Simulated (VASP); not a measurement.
Write the native input for VASP 6.6.1 that does the following.

```yaml
Task: work function
Functional: PBEsol
Dispersion: D3
Potentials_or_basis: VASP PAW PBE potentials, release 64 (Na_pv)
Cutoff: 520 eV
k_mesh: 8 × 8 × 1
Occupations: tetrahedron
Spin: no spin polarisation
Dipole_correction: yes
Further_INCAR_settings: ALGO = Fast; EDIFF = 1e-06
```

The structure of Na lies in POSCAR:

```
Na
3.6967
    0.999991908212      0.000000000000      0.000000000000
    0.495540493487      0.868575521071      0.000000000000
    0.000000000000      0.000000000000      8.279792911411
Na
6
Direct
    0.0043308002      0.0043308002      0.2450346949
    0.3401139387      0.3401139387      0.3470191036
    0.6758970772      0.6758970772      0.4490035122
    0.3444447389      0.3444447389      0.5509964878
    0.6802278774      0.6802278774      0.6529808964
    0.0160110159      0.0160110159      0.7549653051
```

The slab is cut from a database's or a generator's crystal, which needn't be the stable form of the element.

The cell isn't the ideal one: the (0 0 1) slab of Na, cut from the database cell, not relaxed.

One way to write it, as run:

INCAR

```
  PREC = Accurate
  ENCUT = 520
  EDIFF = 1E-6
  ISMEAR = -5
  SIGMA = 0.05
  LREAL = False
  LASPH = True
  NELM = 80
  ALGO = Fast
  ISIF = 2
  LWAVE = False
  LCHARG = True
  LDIPOL = True
  IDIPOL = 3
  DIPOL = 0.5 0.5 0.500
  GGA = PS
  IVDW = 11
  LELF = True
  LVHAR = True
  LVACPOTAV = True
```

KPOINTS

```
Automatic mesh
0
Gamma
  8 8 1
```

Potentials or basis: VASP PAW PBE potentials, release 64 (Na_pv).

Command:

```bash
$ cat potpaw_PBE.64/Na_pv/POTCAR > POTCAR
$ mpirun -np 1 vasp_std > vasp.out
```

It gave:

* Largest force: 0.042 eV/Å
* Band gap on the k mesh: none (metal or under the smearing width)
* Dispersion energy per atom: -0.108 eV
* Work function of the upper face: 2.88 eV
* Work function of the lower face: 2.88 eV

Caveat: the PAW data sets were made with another functional, which shifts forces and pressure a little; tetrahedron occupations give inexact forces and stress in metals.

It took 3.1 min on 1 thread of AMD EPYC 9R45 96-Core Processor (Zen 5), with other jobs on the host, peak memory 0.46 GiB.
